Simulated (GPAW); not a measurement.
Crystal: TaS2.

```
Ta S
1.0
     3.35000    0.00000    0.00000
    -1.67500    2.90119    0.00000
     0.00000    0.00000    5.86000
Ta S
1 2
Cartesian
  0.0000 0.0000 0.0000
  1.6750 0.9671 4.3950
  0.0000 1.9341 1.4650
```

- Program: GPAW 26.7.0
- Task: relaxation of cell and atoms
- Functional: revPBE
- Dispersion: D3(BJ)
- Potentials or basis: the program's PAW data sets (release 1.2.1) made for this functional
- Cutoff: 600 eV
- Basis: pw
- k mesh: 7 × 7 × 4
- Occupations: fermi-dirac, width 0.05 eV
- Spin: no spin polarisation

At the start: pressure 4.3 GPa; volume 18.98 Å³/atom.

Question: How do energy, volume and symmetry change on relaxing?

Answer: Over 29 steps the energy falls by 53.4 meV/atom and the volume is 17.66 Å³/atom (-7.0 %); space group P-3m1 (No. 164, to 0.05 Å).

Step by step:
| step | energy change (eV) | largest force (eV/Å) | pressure (GPa) | volume (Å³) |
| --- | --- | --- | --- | --- |
| 1 | 0.0000 | 1.3693 | 4.33 | 56.95 |
| 2 | -0.0405 | 1.0368 | 2.25 | 57.25 |
| 3 | -0.0816 | 0.4923 | -1.06 | 57.69 |
| 4 | -0.0908 | 0.0728 | -4.25 | 57.98 |
| 5 | -0.0927 | 0.0503 | -4.08 | 57.90 |
| 6 | -0.0962 | 0.0072 | -3.74 | 57.76 |
| 7 | -0.1008 | 0.0536 | -3.26 | 57.55 |
| 8 | -0.1056 | 0.1267 | -2.67 | 57.28 |
| 9 | -0.1102 | 0.2048 | -2.01 | 56.97 |
| 10 | -0.1143 | 0.2779 | -1.34 | 56.64 |
| 11 | -0.1180 | 0.3351 | -0.75 | 56.30 |
| 12 | -0.1223 | 0.3691 | -0.25 | 55.94 |
| 13 | -0.1275 | 0.3667 | 0.07 | 55.57 |
| 14 | -0.1338 | 0.3166 | 0.13 | 55.21 |
| 15 | -0.1406 | 0.2147 | -0.09 | 54.87 |
| 16 | -0.1463 | 0.0728 | -0.52 | 54.52 |
| 17 | -0.1500 | 0.0632 | -0.88 | 54.12 |
| 18 | -0.1529 | 0.1386 | -0.84 | 53.62 |
| 19 | -0.1559 | 0.1271 | -0.24 | 53.04 |
| 20 | -0.1574 | 0.0392 | 0.80 | 52.43 |
| 21 | -0.1575 | 0.0401 | 0.77 | 52.44 |
| 22 | -0.1578 | 0.0417 | 0.70 | 52.47 |
| 23 | -0.1582 | 0.0437 | 0.62 | 52.52 |
| 24 | -0.1586 | 0.0452 | 0.51 | 52.58 |
| 25 | -0.1591 | 0.0455 | 0.39 | 52.64 |
| 26 | -0.1595 | 0.0437 | 0.28 | 52.72 |
| 27 | -0.1598 | 0.0388 | 0.17 | 52.79 |
| 28 | -0.1600 | 0.0293 | 0.07 | 52.88 |
| 29 | -0.1601 | 0.0132 | 0.00 | 52.97 |

Final structure:
```
CELL_PARAMETERS angstrom
3.30024 0.00000 0.00000
-1.65012 2.85810 0.00000
0.00000 0.00000 5.61575
ATOMIC_POSITIONS crystal
Ta 0.00000 0.00000 0.00000
S 0.66667 0.33333 0.72240
S 0.33333 0.66667 0.27760
```

Caveat: later steps reuse the first step's grids.
